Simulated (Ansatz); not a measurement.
## Equation of state of TiS₂ from a dense series

```xyz
3
Lattice="3.4120 0.0000 0.0000 -1.7060 2.9549 0.0000 0.0000 0.0000 5.6950" Properties=species:S:1:pos:R:3 pbc="T T T"
Ti    0.0000    0.0000    0.0000
S     0.0000    1.9699    1.4238
S     1.7060    0.9850    4.2713
```

Atoms are numbered in the order listed.

The cell comes from COD entry 1537865, which wasn't checked; take it as a given geometry. It is an old determination, and later ones may differ.

Computed with Ansatz 0.2.0, DFT, PBEsol, all-electron LAPW, scalar-relativistic.

Settings: a Γ-centred 14×14×7 k mesh, Fermi–Dirac smearing of 0.05 eV, basis error target 1 meV/atom, no spin polarisation.

The cell is scaled evenly. Fractional coordinates are held (clamped ions).

```json
{"V (Å³/atom)": "17.991", "P (GPa)": "2.79"}
{"V (Å³/atom)": "18.374", "P (GPa)": "0.46"}
{"V (Å³/atom)": "18.756", "P (GPa)": "-1.64"}
{"V (Å³/atom)": "18.948", "P (GPa)": "-2.62"}
{"V (Å³/atom)": "19.139", "P (GPa)": "-3.54"}
{"V (Å³/atom)": "19.330", "P (GPa)": "-4.42"}
{"V (Å³/atom)": "19.522", "P (GPa)": "-5.25"}
{"V (Å³/atom)": "20.287", "P (GPa)": "-8.18"}
```

Q: Fit a third-order Birch–Murnaghan curve to the pressures.

A: P = (3B0/2)(y^(7/2) − y^(5/2))[1 + (3/4)(B0′ − 4)(y − 1)] with y = (V0/V)^(2/3) fits within 0.01 GPa for V0 = 18.454 Å³/atom, B0 = 104.4 GPa and B0′ = 4.02.

Q: Predict the pressure at the withheld volume, 19.905 Å³/atom.

A: There y = 0.9508, so the fit gives -6.79 GPa; the run gave -6.79 GPa.
